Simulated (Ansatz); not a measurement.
# SiO2 (Imma) in Ansatz: further runs

One crystal, SiO2, is run at these levels: PBE, RPBE+D3(BJ), r2SCAN+rVV10; tasks: relaxation of cell and atoms, single point.

Everything below comes from runs of Ansatz 0.2.0. Logs are shortened: lines on timing, memory, paths and dates and some standing lists are left out, and cuts for length are marked.

### 1 Starting point

It takes space group Imma (No. 74, orthorhombic). The conventional cell has a = 5.247 Å, b = 9.554 Å, c = 8.883 Å, α = 90.00°, β = 90.00°, γ = 90.00°. Si (site symmetry m) is surrounded by 4 O at 1.60 to 1.61 Å. O (site symmetry 2/m) has 2 Si at 1.60 Å as nearest neighbours. Around O (site symmetry 2) lie 2 Si at 1.61 Å. O (site symmetry mm2) is surrounded by 2 Si at 1.61 Å.

The cell comes from a database or a generator and needn't be the stable form of this composition.

### 2 Relaxation of cell and atoms, PBE

input.yaml

```yaml
crystal:
  lattice:
    - [-2.62333646, 4.776753505, 4.441674725]
    - [2.62333646, -4.776753505, 4.441674725]
    - [2.62333646, 4.776753505, -4.441674725]
  atoms:
    - { symbol: Si, position: [0.26034098, 0.84494489, 0.41539609] }
    - { symbol: Si, position: [0.0704512, 0.15505511, 0.91539609] }
    - { symbol: Si, position: [0.73965902, 0.15505511, 0.58460391] }
    - { symbol: Si, position: [0.9295488, 0.84494489, 0.08460391] }
    - { symbol: O, position: [0.5, 0.0, 0.5] }
    - { symbol: O, position: [0.0, 0.0, 0.0] }
    - { symbol: O, position: [0.79317541, 0.0, 0.29317541] }
    - { symbol: O, position: [0.20682459, 0.5, 0.20682459] }
    - { symbol: O, position: [0.20682459, 0.0, 0.70682459] }
    - { symbol: O, position: [0.79317541, 0.5, 0.79317541] }
    - { symbol: O, position: [0.86931113, 0.11931113, 0.75] }
    - { symbol: O, position: [0.13068887, 0.88068887, 0.25] }
hamiltonian:
  xc: pbe
  pseudopotentials: { kind: paw }
kpoints:
  mp_grid: { grid: [6, 6, 6] }
scf:
  occupations: { method: fermi_dirac, width: 0.05 }
output:
  forces: true
  stress: true
  eigenvalues: true
  write_density: true
  write_potential: true
  elf: true
  volumetric_format: npy
relax:
  f_tol: 0.01
  max_steps: 40
  cell: { stress_tol: 0.05 }
```

Potentials or basis: Ansatz PAW.

Run with:

```sh
$ ansatz run input.yaml --threads 4 --pin off --max-ram 11264MiB --backend cpu --events-out ev --progress --plain --runs-dir out
```

Standard output:

```text
Warning: RAYON_NUM_THREADS=4 ignored (pool sized by the plan → 4); use --threads N
Engine: ansatz 0.2.0, aarch64-unknown-linux-gnu
Pseudopotentials: kind: paw
Pseudopotential: Si, paw, valence charge 4, recommended cutoff 420 eV (normal), Si.paw.azcp
Pseudopotential: O, paw, valence charge 6, recommended cutoff 420 eV (normal), O.paw.azcp
Functional definition: PBE
  parameter kappa = 0.804
  parameter beta = 0.06672455060314922
  exchange = pbe_x(kappa = kappa, mu = beta*pi^2/3)
  correlation = pbe_c(beta = beta)
Crystal: 12 atoms, lattice volume = 222.635 Å³
Basis set: ecut = 420 eV, 4321 PW (Γ), exchange–correlation on 96×96×96 points (8 copies of the dense FFT grid, shifted against one another)
Bands: 44, of which v1, the nominal top of the filled ones, is band 32 counted from 1 (31 counted from 0)
Symmetry: 8 space group operations
Space group: Imma (ITA 74), of the structure as read, at distance tolerance 6.1e-5 Å
k-points: 46 of 216
Non-local potential: Si, projectors of the file, l = 0: 2, l = 1: 2, l = 2: 2
Non-local potential: O, projectors of the file, l = 0: 2, l = 1: 2, l = 2: 1
PAW form: soft (Blöchl's): semilocal exchange-correlation on the pseudo side does not see the compensation charge
PAW one-centre angular grid: Si, 110 points (default); XC on 64 Gauss nodes
PAW one-centre angular grid: O, 110 points (default); XC on 64 Gauss nodes
Initial density: superposition of atomic densities (neutral atoms: chi_scale 0, normalization atom), corrected by the library's trained network
Initial wavefunctions: pseudopotential atomic-orbital guess
Functional: x = pbe(κ = 0.804, μ = 0.2195149727645171), c = pbe(β = 0.06672455060314922)
SCF iter   1: F=—  HF=-7096.218337 eV  |F-HF|=—  |Δ(HF+E_count)|=         —  Δρ=1.71e-3  dr2=6.02e-3  ethr=1.77e-3  ⟨swp⟩=7.1  Hψ=10833  notcnv=0  defer=61
preconditioner: auto → Resta (q_TF=auto, 2.216 Å⁻¹)  ε∞=2.5  [insulator: Δε(μ)=5.488 eV  Ē_g=16.428 eV  σ=0.050 eV  W_gap=1.00  n_scr=40 (ndim 8)  ℏωp=19.9 eV  f_vac=0.376  D(μ)=0.00/eV (n_scr^D=0)  ε∞_Penn≈2.5  vacuum switching on, ρ_ref=2.0e-2 e/Å³]
SCF iter   2: F=—  HF=-7096.220577 eV  |F-HF|=—  |Δ(HF+E_count)|=   2.24e-3  Δρ=6.32e-4  dr2=5.94e-4  ethr=9.41e-6  ⟨swp⟩=2.0  Hψ=3789  notcnv=0  defer=249
SCF iter   3: F=—  HF=-7096.220961 eV  |F-HF|=—  |Δ(HF+E_count)|=   3.84e-4  Δρ=2.69e-4  dr2=1.41e-4  ethr=9.28e-7  ⟨swp⟩=2.0  Hψ=2921  notcnv=0  defer=249
SCF iter   4: F=—  HF=-7096.221078 eV  |F-HF|=—  |Δ(HF+E_count)|=   1.17e-4  Δρ=6.92e-5  dr2=8.11e-6  ethr=2.21e-7  ⟨swp⟩=2.0  Hψ=3038  notcnv=0  defer=249
SCF iter   5: F=—  HF=-7096.220887 eV  |F-HF|=—  |Δ(HF+E_count)|=   1.91e-4  Δρ=3.17e-5  dr2=1.32e-6  ethr=1.27e-8  ⟨swp⟩=2.0  Hψ=3186  notcnv=0  defer=249
SCF iter   6: F=-7096.220887 eV  HF=-7096.220887 eV  |F-HF|=5.09e-8  |Δ(HF+E_count)|=   2.23e-8  Δρ=5.68e-6  dr2=4.12e-8  ethr=1.56e-10  ⟨swp⟩=16.2  Hψ=17195  notcnv=0
SCF 1 converged in 6 iterations: F = -7096.220887 eV  dr2 = 4.12e-8
relax step   1: F+E_penalty+E_count = -7096.22088714 eV  Δ(F+E_penalty+E_count) = +0.000e0 eV  max|allowed force component| = 3.045e-1 eV/Å  Δτ_max = 0.0000 Å  P = +3.423 GPa  Ω = 222.635 Å³  (6 SCF iters, dr2 threshold 1.00e-7 eV, accepted)
Crystal: 12 atoms, lattice volume = 225.196 Å³
Basis set: ecut = 420 eV, 4391 PW (Γ), exchange–correlation on 96×96×96 points (8 copies of the dense FFT grid, shifted against one another)
Initial density: handed on by an earlier stage of this run
Initial wavefunctions: those handed on with the density
iter 1 solved again at ethr=2.05e-5 eV; its pass at ethr=3.10e-3 eV (dr2=1.31e-2 eV) is discarded
SCF iter   1: F=—  HF=-7096.260906 eV  |F-HF|=—  |Δ(HF+E_count)|=         —  Δρ=2.33e-3  dr2=1.15e-2  ethr=2.05e-5  ⟨swp⟩=2.2  Hψ=7124  notcnv=0
preconditioner: auto → Resta (q_TF=auto, 2.212 Å⁻¹)  ε∞=2.5  [insulator: Δε(μ)=5.397 eV  Ē_g=16.303 eV  σ=0.050 eV  W_gap=1.00  n_scr=40 (ndim 8)  ℏωp=19.8 eV  f_vac=0.379  D(μ)=0.00/eV (n_scr^D=0)  ε∞_Penn≈2.5  vacuum switching on, ρ_ref=1.9e-2 e/Å³]
SCF iter   2: F=—  HF=-7096.257214 eV  |F-HF|=—  |Δ(HF+E_count)|=   3.69e-3  Δρ=7.48e-4  dr2=1.01e-3  ethr=1.79e-5  ⟨swp⟩=2.0  Hψ=3128  notcnv=0
SCF iter   3: F=—  HF=-7096.256656 eV  |F-HF|=—  |Δ(HF+E_count)|=   5.58e-4  Δρ=3.24e-4  dr2=2.85e-4  ethr=1.58e-6  ⟨swp⟩=2.0  Hψ=3263  notcnv=0
SCF iter   4: F=—  HF=-7096.256549 eV  |F-HF|=—  |Δ(HF+E_count)|=   1.07e-4  Δρ=4.12e-5  dr2=3.70e-6  ethr=4.46e-7  ⟨swp⟩=2.9  Hψ=3869  notcnv=0
[... 79 lines left out ...]
SCF 9 converged in 5 iterations: F = -7096.283453 eV  dr2 = 3.74e-11
relax step   9: F+E_penalty+E_count = -7096.28345333 eV  Δ(F+E_penalty+E_count) = -1.569e-3 eV  max|allowed force component| = 9.587e-4 eV/Å  Δτ_max = 0.0000 Å  P = +0.011 GPa  Ω = 228.147 Å³  stress off target by 2.52e-2 GPa  SCF on the basis re-selected at this cell (its energy is not comparable with the rows above)  (5 SCF iters)
basis re-selected at this cell: Δ(F+E_penalty+E_count) = -1.569e-3 eV, ΔP = +0.006 GPa vs the last step (what re-selecting the basis moved, of the pressure what is left beyond the Pulay correction that the steps carried, after the strain that the cell walked since its last selection, with what the two solves' SCF thresholds leave and, on support functions, any second-order correction that the steps lacked; it is no measure of the basis error at this ecutwfc). This SCF's stress stands 2.52e-2 GPa from its target on what of the cell is left free (relax.cell.stress_tol is 5.00e-2 GPa) and its largest allowed force component is 9.59e-4 eV/Å (relax.f_tol is 1.00e-2 eV/Å): within both
WARN: The output density's exchange-correlation potential varies sharply where the density is thin. Do not read a vacuum level from v_tot or v_xc, or from such a field of the output density. On a cell that repeats whose density bears no net charge and no dipole along the vacuum's axis use v_es (v_loc + v_h of the components); under efield.dipole_correction with no amplitude use v_es + v_field, which holds any external_charges[].barrier, or the levels of the report's work_function block, which leave it out; under a non-zero efield.amplitude the vacuum is tilted and has no level; on a cell that repeats and bears such a dipole with no correction it is tilted too, and efield.dipole_correction with no amplitude gives each side of its ramp a level where efield: is served; in a cell that repeats whose density bears a net charge (total_charge, or a fill off its count) it is curved and has none; of a slab under crystal.periodic whose density bears no net charge use v_es, which has a level on each side, short of where the two are joined; of another it falls or rises all the way out and has none; of a slab beside external_charges read slab_vacuum_level instead, which it has where they leave it neutral. The grid or the basis barely resolves most such structure, and the values can differ between equally converged runs; as a rule a tighter scf.convergence.dr2_threshold does not remove it. Where the density itself ripples (under the LDA too) a higher basis.ecutwfc lessens it. The files hold the spikes' plane waves up to the density's cutoff. Files: v_tot_of_output_density and the like, and their columns of v_z.tsv (output.write_potential); v_xc_of_output_density and the like, and their columns of v_comp_z.tsv (output.write_potential_components). Measured: with its Gaussian average of σ = 0.25 Å subtracted twice, the exchange-correlation potential is over 0.1 eV at 4800 of the grid points where the equally averaged density (valence and model cores) is under 1e-3 e/Å³, and 2.02 eV at the most among them, at an averaged density of 2.1e-4 e/Å³. The input density's (outcome.potential() and, of a run that writes arrays, v_tot and v_xc) is over 0.1 eV, so measured, at 4792 points of its own thin density, 1.98 eV at the most. See output.write_potential in the manual, Limitations
SCF converged after 5 iterations
Free energy (F): -7096.283453 eV
Harris-Foulkes:  -7096.283453 eV  (|F-HF|=6.10e-10)
Internal energy: -7096.283453 eV  (E = F + TS)
E sigma→0 (E₀):  -7096.283453 eV
Fermi energy:    2.087394 eV
--- Per-component energies (eV) ---
  E_band       = -490.757265
  E_kinetic    = 1606.356152
  E_local      = -6078.999115  (includes V_loc(G=0)·N_el)
  E_nonlocal   = 479.287471
  E_hartree    = 2377.445951
  E_xc         = -815.059812
  E_vxc        = -945.798463  (∫ρ·V_xc dr)
  E_paw        = -3325.091520  (= ΣΔE_a)
  E_vpaw       = -306.516043  (= ΣTr[D̂ρ^β])
  E_aug_tail   = 0.020821  (compensation charges beyond the density's cutoff)
  E_ewald      = -1340.243401
  E_smearing   = -0.000000  (= −TS)
  E_closure    = -0.000000  (closes the sum)
  Σ components = -7096.283453   (vs F -7096.283453, Δ=0.00e0)
--- Forces (eV/Å), atoms counted from 1 ---
  atom   1  Si     0.00000000    -0.00095868     0.00079221
  atom   2  Si     0.00000000    -0.00095868    -0.00079221
  atom   3  Si     0.00000000     0.00095868    -0.00079221
  atom   4  Si     0.00000000     0.00095868     0.00079221
  atom   5  O      0.00000000     0.00000000     0.00000000
  atom   6  O      0.00000000     0.00000000     0.00000000
  atom   7  O      0.00000000     0.00032931     0.00000000
  atom   8  O      0.00000000    -0.00032931     0.00000000
  atom   9  O      0.00000000    -0.00032931     0.00000000
  atom  10  O      0.00000000     0.00032931     0.00000000
  atom  11  O      0.00000000     0.00000000     0.00002290
  atom  12  O      0.00000000     0.00000000    -0.00002290
  max |Σ_I F_I| component: 3.22e-19 eV/Å
--- Stress (GPa, compression-positive) ---
        0.007168       0.000000       0.000000
        0.000000       0.025213       0.000000
        0.000000       0.000000      -0.000396
  P = ⅓ Tr σ = 0.0107 GPa (0.107 kbar)
--- Band table (eV; the first three rows and the last of 46) ---
  k-point 0: bands = ["-20.0536", "-19.1681", "-18.7005", "-18.6591", "-18.1143", "-18.0666", "-18.0559", "-18.0551", "-9.5431", "-9.1015", "-8.5345", "-6.3811", "-6.2430", "-6.2389", "-6.2125", "-5.7180", "-4.0729", "-3.7639", "-3.2095", "-3.1669", "-2.7168", "-2.7157", "-2.6843", "-2.6746", "-2.1042", "-2.0617", "-2.0500", "-1.8713", "-1.7247", "-1.3577", "-1.1138", "-0.6676", "4.7185", "7.7121", "7.7966", "7.9837", "8.3954", "8.4771", "8.6807", "9.0033", "9.2149", "9.5153", "9.6751", "9.8953"]
  k-point 1: bands = ["-19.9891", "-19.1242", "-18.8928", "-18.6125", "-18.1084", "-18.0654", "-18.0584", "-18.0571", "-9.5291", "-8.8170", "-8.6031", "-6.3879", "-6.3461", "-6.2543", "-6.1752", "-5.7004", "-4.0558", "-3.8116", "-3.3199", "-3.1080", "-2.8295", "-2.7087", "-2.6917", "-2.5820", "-2.2300", "-2.0917", "-2.0881", "-1.8254", "-1.6391", "-1.5351", "-1.0454", "-0.8227", "5.0316", "7.7856", "7.8369", "8.0822", "8.4988", "8.7430", "8.7727", "9.0528", "9.1489", "9.4938", "9.5549", "10.1251"]
  k-point 2: bands = ["-19.8041", "-19.1988", "-19.0031", "-18.6849", "-18.0934", "-18.0691", "-18.0619", "-18.0612", "-9.3680", "-8.8014", "-8.1857", "-6.8011", "-6.2810", "-6.2665", "-6.0590", "-5.7337", "-4.0327", "-3.9315", "-3.3760", "-3.1228", "-2.9935", "-2.7739", "-2.6263", "-2.4290", "-2.3430", "-2.2179", "-2.0711", "-1.9338", "-1.8742", "-1.3144", "-1.1768", "-0.9889", "5.8508", "7.7627", "8.0608", "8.1757", "8.2860", "8.5071", "9.1116", "9.2477", "9.5411", "9.6414", "9.7888", "9.8720"]
  k-point 45: bands = ["-19.6743", "-19.6230", "-19.1833", "-18.0928", "-18.0766", "-18.0624", "-18.0538", "-18.0460", "-10.5127", "-8.3282", "-7.3508", "-7.3342", "-6.5505", "-6.0713", "-5.8838", "-5.8473", "-3.9403", "-3.7628", "-3.4653", "-3.3555", "-2.9236", "-2.7455", "-2.6805", "-2.5262", "-2.4357", "-2.3712", "-2.2135", "-1.9427", "-1.2089", "-0.9126", "-0.9012", "-0.6883", "6.6266", "6.6568", "7.0320", "7.0567", "7.9837", "8.2496", "8.3070", "9.5192", "9.5714", "9.6510", "10.0992", "10.1032"]
--- Relaxed structure (7 steps of the walk, 7 accepted, 2 SCFs on fresh bases) ---
  F+E_penalty+E_count = -7096.28345333 eV   max|allowed force component| = 9.587e-4 eV/Å   (the final SCF, on the basis selected at the relaxed cell)
  cell:  # Å, volume = 228.1473 Å³
    - [-2.6432432211452, 4.825639139390465, 4.47160444193259]
    - [2.6432432211452, -4.825639139390465, 4.47160444193259]
    - [2.6432432211452, 4.825639139390465, -4.47160444193259]
  atoms:
    - { symbol: Si, position: [0.2598962967632613, 0.8452204961629424, 0.41467580060031894] }
    - { symbol: Si, position: [0.06945530443737657, 0.15477950383705763, 0.914675800600319] }
    - { symbol: Si, position: [0.7401037032367388, 0.15477950383705774, 0.585324199399681] }
    - { symbol: Si, position: [0.9305446955626232, 0.8452204961629423, 0.085324199399681] }
    - { symbol: O, position: [0.5, 1.596856962216503e-89, 0.5] }
    - { symbol: O, position: [-4.255775541447624e-21, 1.596856962216503e-89, -4.255775541447624e-21] }
    - { symbol: O, position: [0.7935333999153678, -5.551115123125783e-17, 0.2935333999153677] }
    - { symbol: O, position: [0.2064666000846323, 0.5, 0.2064666000846323] }
    - { symbol: O, position: [0.2064666000846323, 0.0, 0.7064666000846322] }
    - { symbol: O, position: [0.7935333999153678, 0.5, 0.7935333999153678] }
    - { symbol: O, position: [0.8666607600627638, 0.1166607600627637, 0.7500000000000001] }
    - { symbol: O, position: [0.13333923993723634, 0.8833392399372364, 0.25] }
```

Run time: 56 s. Hardware: 4 threads of Arm Neoverse V2, shared host; peak memory 0.81 GiB.

Results:

```
Free energy                            : -7096.2835 eV
Relaxed volume                         : 19.01 Å³/atom
Relaxed cell                           : a = 7.090 Å, b = 7.090 Å, c = 7.090 Å, α = 136.22°, β = 94.22°, γ = 101.80°
Space group after relaxing (to 0.05 Å) : Imma (No. 74)
Energy gained by relaxing              : 5.2 meV/atom
Ionic steps                            : 9
Pressure after relaxing                : 0.0 GPa
Band gap on the k mesh                 : 5.39 eV, direct
```

Step by step:
```
step  energy change (eV)  largest force (eV/Å)  volume (Å³)
   1              0.0000                0.3045       222.64
   2             -0.0357                0.1975       225.20
   3             -0.0458                0.0770       227.90
   4             -0.0462                0.0572       227.95
   5             -0.0479                0.0015       227.60
   6             -0.0622                0.0015       227.60
   7             -0.0617                0.0018       227.82
   8             -0.0610                0.0013       228.15
   9             -0.0626                0.0012       228.15
```

Final structure:
```
Si O
1.0
    -2.64324    4.82564    4.47160
     2.64324   -4.82564    4.47160
     2.64324    4.82564   -4.47160
Si O
4 8
Direct
  0.25990 0.84522 0.41468
  0.06946 0.15478 0.91468
  0.74010 0.15478 0.58532
  0.93054 0.84522 0.08532
  0.50000 0.00000 0.50000
  0.00000 0.00000 0.00000
  0.79353 0.00000 0.29353
  0.20647 0.50000 0.20647
  0.20647 0.00000 0.70647
  0.79353 0.50000 0.79353
  0.86666 0.11666 0.75000
  0.13334 0.88334 0.25000
```

Caveat: the plane-wave basis is chosen anew once the cell has moved, so the energies of steps on either side of that aren't comparable; the pressure holds a Pulay correction of +0.4 GPa for the finite cutoff. A k mesh can miss the band edges.

[end of part 1 of 2]
